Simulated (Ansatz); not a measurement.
The system is Re.

```xyz
4
Lattice="2.7664 0.0000 0.0000 -1.3832 2.3958 0.0000 0.0000 0.0000 8.9388" Properties=species:S:1:pos:R:3 pbc="T T T"
Re    1.3832    0.7986    6.7041
Re    0.0000    0.0000    4.4694
Re    0.0000    1.5972    2.2347
Re    0.0000    0.0000    0.0000
```

Base run:

* Program: Ansatz 0.2.0
* Functional: PBE
* Potentials or basis: Ansatz PAW
* Cutoff: 800 eV
* Density cutoff: 3200 eV
* k mesh: 11 × 11 × 3
* Occupations: fermi-dirac, width 0.05 eV
* Spin: no spin polarisation

Its results: band gap on the k mesh none (metal or under the smearing width); pressure 3.3 GPa.

Task: The run is repeated on the same cell with these changes: functional from PBE to LDA; cutoff from 800 eV to 420 eV; density cutoff from 3200 eV to 1680 eV. What comes out?

Result: Band gap on the k mesh none (metal or under the smearing width); pressure -12.5 GPa.

LDA binds more tightly than PBE, so the same cell stands under less pressure.

Caveats: the PAW data sets come from PBE, with cores solved anew for the run's functional, which leaves a small shift of forces and pressure (some runs).

Not every run made on this cell is shown here.
